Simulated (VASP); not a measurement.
A run of VASP 6.6.1 is set up as follows.

The input INCAR:

```
SYSTEM = MoS2
ALGO = Normal
EDIFF = 1E-6
EDIFFG = -0.01
ENCUT = 600
GGA = CA
IBRION = 2
ISIF = 3
ISMEAR = 0
KPAR = 2
LASPH = .True.
LCHARG = .False.
LREAL = .False.
LWAVE = .False.
NELM = 80
NSW = 90
PREC = Accurate
SIGMA = 0.03
```

File KPOINTS:

```
k-points
0
Gamma
  12 12 3
  0 0 0
```

POSCAR

```
MoS2
1.0
    3.1690000000      0.0000000000      0.0000000000
   -1.5845000000      2.7444345046      0.0000000000
    0.0000000000      0.0000000000     12.3240000000
Mo S
2 4
Direct
    0.3333333333      0.6666666667      0.2500000000
    0.6666666667      0.3333333333      0.7500000000
    0.3333333333      0.6666666667      0.6230000000
    0.6666666667      0.3333333333      0.1230000000
    0.3333333333      0.6666666667      0.8770000000
    0.6666666667      0.3333333333      0.3770000000
```

Potentials or basis: VASP PAW LDA potentials, release 64 (Mo_sv, S).

The run is started by

```sh
$ cat potpaw_LDA.64/Mo_sv/POTCAR potpaw_LDA.64/S/POTCAR > POTCAR
$ mpirun -np 2 vasp_std > vasp.out
```

Question: What does it give for the band gap on the k mesh?

Answer: 0.74 eV, indirect (least direct gap 1.76 eV).

Question: Estimate the relaxed cell.

Answer: a = 3.124 Å, b = 3.124 Å, c = 12.075 Å, α = 90.00°, β = 90.00°, γ = 120.00°.

Question: Estimate the relaxed volume.

Answer: 17.01 Å³/atom.

Question: Estimate the space group after relaxing (to 0.05 Å).

Answer: P6_3/mmc (No. 194).

Step by step:
| step | energy change (eV) | largest force (eV/Å) | pressure (GPa) | volume (Å³) |
| --- | --- | --- | --- | --- |
| 1 | 0.0000 | 0.4650 | -5.54 | 107.18 |
| 2 | 0.2140 | 1.6299 | 12.97 | 97.88 |
| 3 | -0.0641 | 0.1484 | -0.35 | 104.03 |
| 4 | -0.0642 | 0.1606 | -0.23 | 103.97 |
| 5 | -0.0691 | 0.0352 | -0.06 | 103.40 |
| 6 | -0.0691 | 0.0373 | -0.06 | 103.41 |
| 7 | -0.0696 | 0.0329 | -0.09 | 103.29 |
| 8 | -0.0709 | 0.0217 | -0.09 | 102.95 |
| 9 | -0.0722 | 0.0013 | -0.09 | 102.26 |
| 10 | -0.0723 | 0.0102 | -0.08 | 102.01 |
| 11 | -0.0723 | 0.0084 | -0.08 | 102.05 |

Caveat: an odd mesh through Γ misses points on the zone boundary, where band edges often lie.
